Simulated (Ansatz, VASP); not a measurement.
**One calculation of Zn, two programs**

```
Zn
1.0
     0.00000    1.86654    1.96478
     1.86654    0.00000    1.96478
     1.86654    1.86654    0.00000
Zn
1
Direct
  0.00000 0.00000 0.00000
```

Change from the starting cell: strain -0.050 along x and y, +0.000 along z, atoms carried along.

Alike in both runs: task single point; functional PBE; k mesh 20 × 20 × 20; occupations gaussian, width 0.15 eV; no spin polarisation.

```csv
,VASP,Ansatz
version,VASP 6.6.1,Ansatz 0.2.0
potentials or method,"VASP PAW PBE potentials, release 64 (Zn)","scalar-relativistic, plane waves, PAW"
plane-wave cutoff (eV),520,420
valence electrons in the cell,12,12
```

```csv
,VASP,Ansatz,Ansatz less VASP
gap on the k mesh at the Fermi level (eV),none,none,-
pressure (GPa),10.0,9.4,-0.59
largest component of the traceless stress (GPa),3.37,3.36,-0.003
```

A gap of «none» marks a metal or a gap that the smearing closes.
